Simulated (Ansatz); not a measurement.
# WC (Cmmm) in Ansatz: notebook

One crystal, WC, is run at these levels: revPBE+D4, PBEsol+D3(BJ); tasks: relaxation of cell and atoms.

Everything below comes from runs of Ansatz 0.2.0. Logs are shortened: lines on timing, memory, paths and dates and some standing lists are left out, and cuts for length are marked.

### Step 1. The crystal as given

The structure is orthorhombic, space group Cmmm (No. 65). Conventional cell: a = 3.281 Å, b = 4.236 Å, c = 4.309 Å, α = 90.00°, β = 90.00°, γ = 90.00°. W (site symmetry mmm) is surrounded by 4 W at 2.68 Å and 8 C at 2.71 to 3.02 Å. Around C (site symmetry mmm) lie 4 C at 2.68 Å and 8 W at 2.71 to 3.02 Å.

The cell was built by a generator and needn't be a form met in nature.

### Step 2. Relaxation of cell and atoms, revPBE+D4

The input, input.yaml:

```yaml
crystal:
  lattice:
    - [1.64034611, -2.1180379, 0.0]
    - [1.64034611, 2.1180379, 0.0]
    - [0.0, 0.0, 4.3094211]
  atoms:
    - { symbol: W, position: [0.5, 0.5, 0.5] }
    - { symbol: C, position: [0.0, 0.0, 0.0] }
hamiltonian:
  xc: revpbe
  pseudopotentials: { kind: paw }
  dispersion: d4
kpoints:
  mp_grid: { grid: [10, 10, 6] }
scf:
  occupations: { method: fermi_dirac, width: 0.05 }
output:
  forces: true
  stress: true
  eigenvalues: true
  write_density: true
  write_potential: true
  elf: true
  volumetric_format: npy
relax:
  f_tol: 0.01
  max_steps: 40
  cell: { stress_tol: 0.05 }
```

Potentials or basis: Ansatz PAW.

Started as:

```console
ansatz run input.yaml --threads 2 --pin off --max-ram 5632MiB --backend cpu --events-out ev --progress --plain --runs-dir out
```

The program printed:

```text
Warning: RAYON_NUM_THREADS=2 ignored (pool sized by the plan → 2); use --threads N
Engine: ansatz 0.2.0, aarch64-unknown-linux-gnu
Pseudopotentials: kind: paw
Pseudopotential: W, paw, valence charge 14, recommended cutoff 420 eV (normal), W.paw.azcp
Pseudopotential: C, paw, valence charge 4, recommended cutoff 420 eV (normal), C.paw.azcp
Functional definition: revPBE
  parameter kappa = 1.245
  parameter beta = 0.06672455060314922
  exchange = pbe_x(kappa = kappa, mu = beta*pi^2/3)
  correlation = pbe_c(beta = beta)
Crystal: 2 atoms, lattice volume = 29.945 Å³
Basis set: ecut = 420 eV, 577 PW (Γ), exchange–correlation on 36×36×60 points (8 copies of the dense FFT grid, shifted against one another)
Bands: 13, of which v1, the nominal top of the filled ones, is band 9 counted from 1 (8 counted from 0)
Symmetry: 8 space group operations
Space group: Cmmm (ITA 65), of the structure as read, at distance tolerance 3.1e-5 Å
k-points: 124 of 600
Non-local potential: W, projectors of the file, l = 0: 3, l = 1: 2, l = 2: 2, l = 3: 1
Non-local potential: C, projectors of the file, l = 0: 2, l = 1: 2, l = 2: 1
PAW form: soft (Blöchl's): semilocal exchange-correlation on the pseudo side does not see the compensation charge
PAW frozen core: W, regenerated for the run's functional, and the local potential with it (the file was generated under x = pbe(κ = 0.804, μ = 0.2195149727645171), c = pbe(β = 0.06672455060314922))
PAW frozen core: C, regenerated for the run's functional, and the local potential with it (the file was generated under x = pbe(κ = 0.804, μ = 0.2195149727645171), c = pbe(β = 0.06672455060314922))
PAW one-centre angular grid: W, 590 points (default); XC on 64 Gauss nodes
PAW one-centre angular grid: C, 110 points (default); XC on 64 Gauss nodes
Initial density: superposition of atomic densities (neutral atoms: chi_scale 0, normalization atom), corrected by the library's trained network
Initial wavefunctions: pseudopotential atomic-orbital guess
Functional: x = revpbe(κ = 1.245, μ = 0.2195149727645171), c = pbe(β = 0.06672455060314922)
SCF iter   1: F=—  HF=-10641.702687 eV  |F-HF|=—  |Δ(HF+E_count)|=         —  Δρ=7.34e-3  dr2=9.96e-3  ethr=1.77e-3  ⟨swp⟩=5.3  Hψ=7849  notcnv=0
preconditioner: auto → none  [metal: Δε(μ)=0.036 eV  Ē_g=6.224 eV  σ=0.050 eV  W_gap=0.18  n_scr=6 (ndim 8)  ℏωp=21.5 eV  f_vac=0.000  D(μ)=1.75/eV (n_scr^D=18)  sad-step TF]
SCF iter   2: F=—  HF=-10641.702999 eV  |F-HF|=—  |Δ(HF+E_count)|=   3.11e-4  Δρ=4.28e-3  dr2=3.85e-3  ethr=5.53e-5  ⟨swp⟩=1.1  Hψ=2616  notcnv=0
SCF iter   3: F=—  HF=-10641.702963 eV  |F-HF|=—  |Δ(HF+E_count)|=   3.57e-5  Δρ=2.81e-4  dr2=1.86e-5  ethr=2.14e-5  ⟨swp⟩=1.6  Hψ=1796  notcnv=0
SCF iter   4: F=—  HF=-10641.702985 eV  |F-HF|=—  |Δ(HF+E_count)|=   2.23e-5  Δρ=7.01e-5  dr2=1.26e-6  ethr=1.03e-7  ⟨swp⟩=2.3  Hψ=2585  notcnv=0
iter 5 did not close the SCF: its close was put off for the readings that it lacked (scf_convergence_deferred on its scf_iter line)
SCF iter   5: F=-10641.702985 eV  HF=-10641.702985 eV  |F-HF|=1.10e-9  |Δ(HF+E_count)|=   2.72e-7  Δρ=1.21e-5  dr2=2.40e-8  ethr=6.98e-9  ⟨swp⟩=2.5  Hψ=2727  notcnv=0
SCF iter   6: F=-10641.702985 eV  HF=-10641.702985 eV  |F-HF|=4.04e-10  |Δ(HF+E_count)|=   7.07e-9  Δρ=2.05e-6  dr2=9.55e-10  ethr=1.33e-10  ⟨swp⟩=5.6  Hψ=8973  notcnv=0
WARN: dispersion: an atom stands within reach of a switch of its C6 between two reference coordination numbers of its element: through that C6 alone, e_disp changes by 0.025 eV or more while the distances to its neighbours run over a stretch of 0.05 Å that contains this geometry (sites counted from 0 in the run's list of atoms or, in a supercell that it derives, in that cell's: here a list of 2) — site 0 (W): coordination number 6.538 (about 5.98 to 7.09 with every neighbour 0.05 Å farther or nearer), switch near 6.149 between the references 10.450 (weight 1.00) and 1.849 (weight 0.00), e_disp changing by some 0.25 eV; site 1 (C): coordination number 1.735 (about 1.35 to 2.12 with every neighbour 0.05 Å farther or nearer), switch near 1.413 between the references 1.908 (weight 0.97) and 0.919 (weight 0.02), e_disp changing by some 0.10 eV; some 0.36 eV in sum. This is how the published method behaves, and the energy and the forces stay consistent. Where you compare this geometry's total energy with another's, compare their components.e_disp too, and, where the geometries are yours to choose, keep both on one side of the switch, which a site's coordination number tells: a relaxation that ends in reach of it can search the other side under relax.adjacent_minimum: search, except where no move that the cell, the constraints and the symmetry allow carries the atom there
SCF 1 converged in 6 iterations: F = -10641.702985 eV  dr2 = 9.55e-10
relax step   1: F+E_penalty+E_count = -10641.70298491 eV  Δ(F+E_penalty+E_count) = +0.000e0 eV  max|allowed force component| = 3.106e-30 eV/Å  Δτ_max = 0.0000 Å  P = -34.852 GPa  Ω = 29.945 Å³  (6 SCF iters, dr2 threshold 1.00e-7 eV, accepted)
Crystal: 2 atoms, lattice volume = 27.494 Å³
Basis set: ecut = 420 eV, 551 PW (Γ), exchange–correlation on 36×36×60 points (8 copies of the dense FFT grid, shifted against one another)
Initial density: handed on by an earlier stage of this run
Initial wavefunctions: those handed on with the density
iter 1 solved again at ethr=1.93e-4 eV; its pass at ethr=3.10e-3 eV (dr2=3.47e-2 eV) is discarded
SCF iter   1: F=—  HF=-10642.493330 eV  |F-HF|=—  |Δ(HF+E_count)|=         —  Δρ=9.89e-3  dr2=3.46e-2  ethr=1.93e-4  ⟨swp⟩=1.0  Hψ=10683  notcnv=0
preconditioner: auto → none  [metal: Δε(μ)=0.040 eV  Ē_g=6.756 eV  σ=0.050 eV  W_gap=0.20  n_scr=6 (ndim 8)  ℏωp=22.4 eV  f_vac=0.000  D(μ)=1.17/eV (n_scr^D=6)]
SCF iter   2: F=—  HF=-10642.489553 eV  |F-HF|=—  |Δ(HF+E_count)|=   3.78e-3  Δρ=3.97e-3  dr2=5.23e-3  ethr=1.92e-4  ⟨swp⟩=1.0  Hψ=1617  notcnv=0
SCF iter   3: F=—  HF=-10642.489057 eV  |F-HF|=—  |Δ(HF+E_count)|=   4.96e-4  Δρ=3.90e-4  dr2=2.26e-5  ethr=2.91e-5  ⟨swp⟩=1.2  Hψ=1657  notcnv=0
SCF iter   4: F=—  HF=-10642.489075 eV  |F-HF|=—  |Δ(HF+E_count)|=   1.81e-5  Δρ=8.09e-5  dr2=9.90e-7  ethr=1.26e-7  ⟨swp⟩=2.1  Hψ=2300  notcnv=0
iter 5 did not close the SCF: its close was put off for the readings that it lacked (scf_convergence_deferred on its scf_iter line)
SCF iter   5: F=-10642.489075 eV  HF=-10642.489075 eV  |F-HF|=7.77e-9  |Δ(HF+E_count)|=   6.02e-7  Δρ=1.25e-5  dr2=1.68e-8  ethr=5.50e-9  ⟨swp⟩=2.6  Hψ=2525  notcnv=0
SCF iter   6: F=-10642.489075 eV  HF=-10642.489075 eV  |F-HF|=4.91e-11  |Δ(HF+E_count)|=   1.15e-8  Δρ=1.64e-6  dr2=5.73e-10  ethr=9.36e-11  ⟨swp⟩=5.6  Hψ=8837  notcnv=0
[... 171 lines left out ...]
SCF iter   6: F=-10645.713733 eV  HF=-10645.713733 eV  |F-HF|=5.46e-12  |Δ(HF+E_count)|=  4.73e-11  Δρ=1.37e-7  dr2=2.17e-12  ethr=1.00e-12  ⟨swp⟩=4.4  Hψ=7412  notcnv=0
SCF 15 converged in 6 iterations: F = -10645.713733 eV  dr2 = 2.17e-12
relax step  15: F+E_penalty+E_count = -10645.71373322 eV  Δ(F+E_penalty+E_count) = -7.271e-4 eV  max|allowed force component| = 1.775e-30 eV/Å  Δτ_max = 0.0000 Å  P = +0.204 GPa  Ω = 22.562 Å³  energy of the carried Pulay correction = -1.215e-4 eV  (6 SCF iters, dr2 threshold 2.00e-7 eV, accepted)
Crystal: 2 atoms, lattice volume = 22.591 Å³
iter 1 solved again at ethr=1.08e-8 eV; its pass at ethr=3.10e-3 eV (dr2=1.94e-6 eV) is discarded
SCF iter   1: F=—  HF=-10645.713740 eV  |F-HF|=—  |Δ(HF+E_count)|=         —  Δρ=1.38e-4  dr2=2.39e-6  ethr=1.08e-8  ⟨swp⟩=3.2  Hψ=10593  notcnv=0
preconditioner: auto → none  [metal: Δε(μ)=0.030 eV  Ē_g=9.194 eV  σ=0.050 eV  W_gap=0.15  n_scr=8 (ndim 8)  ℏωp=24.7 eV  f_vac=0.000  D(μ)=1.20/eV (n_scr^D=8)]
[... 10 lines left out ...]
iter 1 solved again at ethr=3.29e-8 eV; its pass at ethr=3.10e-3 eV (dr2=5.92e-6 eV) is discarded
SCF iter   1: F=—  HF=-10645.713913 eV  |F-HF|=—  |Δ(HF+E_count)|=         —  Δρ=6.19e-5  dr2=3.91e-8  ethr=3.29e-8  ⟨swp⟩=3.3  Hψ=12644  notcnv=0
preconditioner: auto → none  [metal: Δε(μ)=0.030 eV  Ē_g=9.193 eV  σ=0.050 eV  W_gap=0.15  n_scr=8 (ndim 8)  ℏωp=24.7 eV  f_vac=0.000  D(μ)=1.20/eV (n_scr^D=8)]
SCF iter   2: F=—  HF=-10645.713904 eV  |F-HF|=—  |Δ(HF+E_count)|=   8.91e-6  Δρ=3.09e-5  dr2=9.16e-9  ethr=2.17e-10  ⟨swp⟩=2.2  Hψ=2426  notcnv=0
SCF iter   3: F=—  HF=-10645.713905 eV  |F-HF|=—  |Δ(HF+E_count)|=   5.80e-7  Δρ=9.40e-7  dr2=8.12e-11  ethr=5.09e-11  ⟨swp⟩=2.0  Hψ=2193  notcnv=0
iter 4 did not close the SCF: its close was put off for the readings that it lacked (scf_convergence_deferred on its scf_iter line)
SCF iter   4: F=-10645.713905 eV  HF=-10645.713905 eV  |F-HF|=1.82e-12  |Δ(HF+E_count)|=  2.04e-10  Δρ=2.21e-7  dr2=1.10e-11  ethr=1.00e-12  ⟨swp⟩=2.3  Hψ=2326  notcnv=0
iter 5 did not close the SCF: its close was put off for the readings that it lacked (scf_convergence_deferred on its scf_iter line)
SCF iter   5: F=-10645.713905 eV  HF=-10645.713905 eV  |F-HF|=0.00e0  |Δ(HF+E_count)|=  7.28e-12  Δρ=3.75e-8  dr2=2.74e-13  ethr=1.00e-12  ⟨swp⟩=1.0  Hψ=1612  notcnv=0
iter 6 did not close the SCF: its close was put off for the readings that it lacked (scf_convergence_deferred on its scf_iter line)
SCF iter   6: F=-10645.713905 eV  HF=-10645.713905 eV  |F-HF|=5.46e-12  |Δ(HF+E_count)|=  1.82e-12  Δρ=1.11e-8  dr2=1.51e-14  ethr=1.00e-12  ⟨swp⟩=1.0  Hψ=1612  notcnv=0
iter 7 did not close the SCF: its close was put off for the readings that it lacked (scf_convergence_deferred on its scf_iter line)
SCF iter   7: F=-10645.713905 eV  HF=-10645.713905 eV  |F-HF|=1.82e-12  |Δ(HF+E_count)|=  3.64e-12  Δρ=1.59e-9  dr2=6.58e-16  ethr=1.00e-12  ⟨swp⟩=1.0  Hψ=1612  notcnv=0
SCF iter   8: F=-10645.713905 eV  HF=-10645.713905 eV  |F-HF|=5.46e-12  |Δ(HF+E_count)|=  3.64e-12  Δρ=2.59e-10  dr2=1.39e-17  ethr=1.00e-12  ⟨swp⟩=2.6  Hψ=4558  notcnv=0
SCF 17 converged in 8 iterations: F = -10645.713905 eV  dr2 = 1.39e-17
relax step  17: F+E_penalty+E_count = -10645.71390459 eV  Δ(F+E_penalty+E_count) = -1.766e-4 eV  max|allowed force component| = 7.678e-29 eV/Å  Δτ_max = 0.0000 Å  P = -0.002 GPa  Ω = 22.591 Å³  stress off target by 4.94e-2 GPa  SCF on the basis re-selected at this cell (its energy is not comparable with the rows above)  (8 SCF iters)
basis re-selected at this cell: Δ(F+E_penalty+E_count) = -1.766e-4 eV, ΔP = +0.009 GPa vs the last step (what re-selecting the basis moved, of the pressure what is left beyond the Pulay correction that the steps carried, after the strain that the cell walked since its last selection, with what the two solves' SCF thresholds leave and, on support functions, any second-order correction that the steps lacked; it is no measure of the basis error at this ecutwfc). This SCF's stress stands 4.94e-2 GPa from its target on what of the cell is left free (relax.cell.stress_tol is 5.00e-2 GPa) and its largest allowed force component is 7.68e-29 eV/Å (relax.f_tol is 1.00e-2 eV/Å): within both
SCF converged after 8 iterations
Free energy (F): -10645.713905 eV
Harris-Foulkes:  -10645.713905 eV  (|F-HF|=5.46e-12)
Internal energy: -10645.704378 eV  (E = F + TS)
E sigma→0 (E₀):  -10645.709141 eV
Entropy (-TS):   -0.009527 eV (-4.764 meV/atom)
Fermi energy:    19.466777 eV
--- Per-component energies (eV) ---
  E_band       = -87.782292
  E_kinetic    = 539.055484
  E_local      = -750.447713  (includes V_loc(G=0)·N_el)
  E_nonlocal   = 26.439472
  E_hartree    = 262.931484
  E_xc         = -315.506688
  E_vxc        = -298.586410  (∫ρ·V_xc dr)
  E_paw        = -8670.855908  (= ΣΔE_a)
  E_vpaw       = -130.106028  (= ΣTr[D̂ρ^β])
  E_aug_tail   = -0.000066  (compensation charges beyond the density's cutoff)
  E_ewald      = -1735.791042
  E_disp       = -1.505231  (pairwise vdW)
  E_core_change = -0.024171  (= ΣΔE_core)
  E_smearing   = -0.009527  (= −TS)
  E_closure    = -0.000000  (closes the sum)
  Σ components = -10645.713905   (vs F -10645.713905, Δ=0.00e0)
--- Forces (eV/Å), atoms counted from 1 ---
  atom   1  W      0.00000000     0.00000000     0.00000000
  atom   2  C      0.00000000    -0.00000000     0.00000000
  max |Σ_I F_I| component: 1.40e-28 eV/Å
--- Stress (GPa, compression-positive) ---
       -0.019903       0.000000      -0.000000
        0.000000       0.049432       0.000000
       -0.000000       0.000000      -0.036774
  P = ⅓ Tr σ = -0.0024 GPa (-0.024 kbar)
--- Band table (eV; the first three rows and the last of 124) ---
  k-point 0: bands = ["-55.0332", "-19.2635", "-19.0966", "-18.8626", "4.6673", "14.5887", "17.1514", "18.1303", "18.1896", "19.5463", "19.9196", "20.8540", "22.0700"]
  k-point 1: bands = ["-55.0282", "-19.3806", "-19.0829", "-18.8549", "5.2539", "13.9942", "16.9202", "17.0690", "18.2620", "18.7738", "19.6167", "22.1030", "24.1707"]
  k-point 2: bands = ["-55.0184", "-19.6081", "-19.0552", "-18.8393", "6.7800", "12.0498", "15.1488", "17.0643", "18.5434", "18.9583", "20.5296", "22.4436", "28.2714"]
  k-point 123: bands = ["-54.9678", "-19.5996", "-19.4606", "-19.1907", "10.2401", "11.3385", "11.6928", "13.5340", "21.9355", "22.3025", "23.1596", "25.0900", "25.4599"]
--- Relaxed structure (15 steps of the walk, 15 accepted, 2 SCFs on fresh bases) ---
  F+E_penalty+E_count = -10645.71390459 eV   max|allowed force component| = 7.678e-29 eV/Å   (the final SCF, on the basis selected at the relaxed cell)
  cell:  # Å, volume = 22.5908 Å³
    - [1.471360082766812, -2.5537163238749243, 0.0]
    - [1.471360082766812, 2.5537163238749243, 0.0]
    - [0.0, 0.0, 3.006143981582283]
  atoms:
    - { symbol: W, position: [0.49999999999999994, 0.49999999999999994, 0.5] }
    - { symbol: C, position: [8.255388810275381e-36, 8.255388810275381e-36, 0.0] }
```

It took 31 s on 2 threads of Arm Neoverse V1, shared host; peak memory 0.3 GiB.

What came out:

| Property | Result |
| --- | --- |
| Free energy | -10645.7139 eV |
| Relaxed volume | 11.30 Å³/atom |
| Relaxed cell | a = 2.947 Å, b = 2.947 Å, c = 3.006 Å, α = 90.00°, β = 90.00°, γ = 120.10° |
| Space group after relaxing (to 0.05 Å) | Cmmm (No. 65) |
| Energy gained by relaxing | 2005.5 meV/atom |
| Ionic steps | 17 |
| Pressure after relaxing | 0.0 GPa |
| Band gap on the k mesh | none (metal or under the smearing width) |

Stress tensor (GPa, compression positive):
```
-0.02  0.00  0.00
 0.00  0.05  0.00
 0.00  0.00 -0.04
```

The path:
| step | energy change (eV) | largest force (eV/Å) | volume (Å³) |
| --- | --- | --- | --- |
| 1 | 0.0000 | 0.0000 | 29.94 |
| 2 | -0.7861 | 0.0000 | 27.49 |
| 3 | -1.5072 | 0.0000 | 25.58 |
| 4 | -2.3328 | 0.0000 | 24.46 |
| 5 | -3.0573 | 0.0000 | 23.11 |
| 6 | -3.5872 | 0.0000 | 21.92 |
| 7 | -3.8995 | 0.0000 | 21.30 |
| 8 | -3.9481 | 0.0000 | 22.01 |
| 9 | -3.9922 | 0.0000 | 22.29 |
| 10 | -3.9983 | 0.0000 | 22.45 |
| 11 | -3.9993 | 0.0000 | 22.46 |
| 12 | -3.9993 | 0.0000 | 22.47 |
| 13 | -3.9993 | 0.0000 | 22.47 |
| 14 | -4.0100 | 0.0000 | 22.47 |
| 15 | -4.0107 | 0.0000 | 22.56 |
| 16 | -4.0107 | 0.0000 | 22.59 |
| 17 | -4.0109 | 0.0000 | 22.59 |

Final structure:
```
CELL_PARAMETERS angstrom
1.47136 -2.55372 0.00000
1.47136 2.55372 0.00000
0.00000 0.00000 3.00614
ATOMIC_POSITIONS crystal
W 0.50000 0.50000 0.50000
C 0.00000 0.00000 0.00000
```

Caveat: the volume moved by over 15 % at a fixed basis, so the end points are rough; the plane-wave basis is chosen anew once the cell has moved, so the energies of steps on either side of that aren't comparable; pairwise dispersion overbinds metals, which lowers pressure and volume; the PAW data sets come from PBE, with cores solved anew for the run's functional, which leaves a small shift of forces and pressure. Spin-orbit coupling is left out, which matters for the levels of W.

### Step 3. Relaxation of cell and atoms, PBEsol+D3(BJ)

Changes to input.yaml since step 2:

```diff
@@ -9,5 +9,5 @@
 hamiltonian:
-  xc: revpbe
+  xc: pbesol
   pseudopotentials: { kind: paw }
-  dispersion: d4
+  dispersion: d3bj
 kpoints:
@@ -20,6 +20,2 @@
   eigenvalues: true
-  write_density: true
-  write_potential: true
-  elf: true
-  volumetric_format: npy
 relax:
```

Potentials or basis: Ansatz PAW.

Started as:

```console
ansatz run input.yaml --threads 2 --pin off --max-ram 5632MiB --backend cpu --events-out ev --progress --plain --runs-dir out
```

Wall time 30 s (2 threads of Arm Neoverse V1, shared host); peak memory 0.34 GiB.

The run converged. Its results:

| Item | Value |
| --- | --- |
| Free energy | -10502.6635 eV |
| Relaxed volume | 11.04 Å³/atom |
| Relaxed cell | a = 2.916 Å, b = 2.916 Å, c = 2.986 Å, α = 90.00°, β = 90.00°, γ = 119.61° |
| Space group after relaxing (to 0.05 Å) | Cmmm (No. 65) |
| Energy gained by relaxing | 2186.9 meV/atom |
| Ionic steps | 18 |
| Pressure after relaxing | 0.0 GPa |
| Band gap on the k mesh | none (metal or under the smearing width) |

The path:
```tsv
step	energy change (eV)	largest force (eV/Å)	volume (Å³)
1	0.0000	0.0000	29.94
2	-0.8834	0.0000	27.33
3	-1.6922	0.0000	25.07
4	-2.4688	0.0000	23.29
5	-3.1633	0.0000	21.88
6	-3.7252	0.0000	20.83
7	-4.1333	0.0000	20.82
8	-4.2815	0.0000	21.29
9	-4.3450	0.0000	21.29
10	-4.3598	0.0000	22.14
11	-4.3639	0.0000	22.08
12	-4.3645	0.0000	21.95
13	-4.3646	0.0000	21.99
14	-4.3646	0.0000	21.99
15	-4.3733	0.0000	21.99
16	-4.3738	0.0000	22.06
17	-4.3737	0.0000	22.07
18	-4.3739	0.0000	22.07
```

Final structure:
```
W C
1.0
     1.46659   -2.52040    0.00000
     1.46659    2.52040    0.00000
     0.00000    0.00000    2.98574
W C
1 1
Cartesian
  1.4666 0.0000 1.4929
  0.0000 0.0000 0.0000
```

Levels at points of the mesh, in eV from the Fermi level:
| k point | band 7 | band 8 | band 9 | band 10 | band 11 | band 12 |
| --- | --- | --- | --- | --- | --- | --- |
| (0.00, 0.00, 0.00) | -2.31 | -1.49 | -1.27 | 0.12 | 0.47 | 1.43 |
| (0.00, 0.00, -0.50) | -5.06 | -2.23 | -0.90 | -0.73 | 2.59 | 3.18 |
| (0.00, -0.50, 0.00) | -6.12 | -6.09 | 1.50 | 2.85 | 3.37 | 5.41 |
| (0.00, -0.50, -0.50) | -4.08 | -3.27 | -1.42 | -0.24 | 3.59 | 3.84 |
| (-0.50, -0.50, 0.00) | -4.29 | -1.12 | -1.03 | -0.43 | 0.67 | 3.63 |
| (-0.50, -0.50, -0.50) | -8.03 | -6.09 | 2.60 | 2.95 | 3.88 | 5.76 |

Caveat: the volume moved by over 15 % at a fixed basis, so the end points are rough; the plane-wave basis is chosen anew once the cell has moved, so the energies of steps on either side of that aren't comparable; pairwise dispersion overbinds metals, which lowers pressure and volume; the PAW data sets come from PBE, with cores solved anew for the run's functional, which leaves a small shift of forces and pressure. The run has no spin-orbit coupling, so splittings on W are missing.
